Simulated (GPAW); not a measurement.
Here is a GPAW 26.7.0 calculation.

The input run.py:

```python
from ase.eos import EquationOfState
from ase.io import Trajectory, read
from ase.units import GPa
from gpaw import GPAW, PW, setup_paths

setup_paths.insert(0, '.')

atoms = read('Zr.cif')

traj = Trajectory('eos.traj', 'w')
volumes, energies = [], []
for x in [0.94, 0.96, 0.98, 1.0, 1.02, 1.04, 1.06]:
    a = atoms.copy()
    a.set_cell(atoms.cell * x**(1 / 3), scale_atoms=True)
    calc = GPAW(mode=PW(600),
                xc='LDA',
                kpts={'size': (7, 7, 4), 'gamma': True},
                occupations={'name': 'fermi-dirac', 'width': 0.05},
                setups={'Zr': 'jth'},
                nbands=-12,
                convergence={'density': 1e-05, 'energy': 1e-05},
                maxiter=150,
                txt=f'eos-{x:.2f}.txt')
    a.calc = calc
    energies.append(a.get_potential_energy(force_consistent=True))
    volumes.append(a.get_volume())
    p = -a.get_stress()[:3].mean() / GPa
    calc.write(f'eos-{x:.2f}.gpw')
    traj.write(a)
    print(f'{x:.2f} {volumes[-1]:10.4f} A^3 {energies[-1]:14.6f} eV {p:9.3f} GPa', flush=True)

v0, e0, B = EquationOfState(volumes, energies, eos='birchmurnaghan').fit()
print(f'V0 = {v0:.4f} A^3, E0 = {e0:.6f} eV, B0 = {B / GPa:.2f} GPa')
```

File Zr.cif:

```cif
data_Zr
_cell_length_a 3.23200000
_cell_length_b 3.23200000
_cell_length_c 5.14700000
_cell_angle_alpha 90.00000000
_cell_angle_beta 90.00000000
_cell_angle_gamma 120.00000000
_space_group_name_H-M_alt 'P1'
_space_group_name_Hall 'P 1'
_space_group_IT_number 1
loop_
_space_group_symop_operation_xyz
'x,y,z'
loop_
_atom_site_label
_atom_site_type_symbol
_atom_site_symmetry_multiplicity
_atom_site_Wyckoff_symbol
_atom_site_fract_x
_atom_site_fract_y
_atom_site_fract_z
_atom_site_occupancy
Zr1 Zr 1 a 0.6666666667 0.3333333333 0.7500000000 1
Zr2 Zr 1 a 0.3333333333 0.6666666667 0.2500000000 1
```

Potentials or basis: JTH PAW 2.0, LDA, pw.

Launch:

```console
$ OMP_NUM_THREADS=1 python run.py
```

(1) Estimate the bulk modulus at fixed shape and positions.

(2) What does it give for the equilibrium volume?

## Answers

(1) 103 GPa (rough).

(2) 21.82 Å³/atom (rough: see the caveat).

Caveat: the minimum lies outside the volumes run; the program truncates these outside data sets; the cell was scaled at fixed shape and fractional positions, which overstates the stiffness of a crystal with free parameters, most of all of layers and chains.
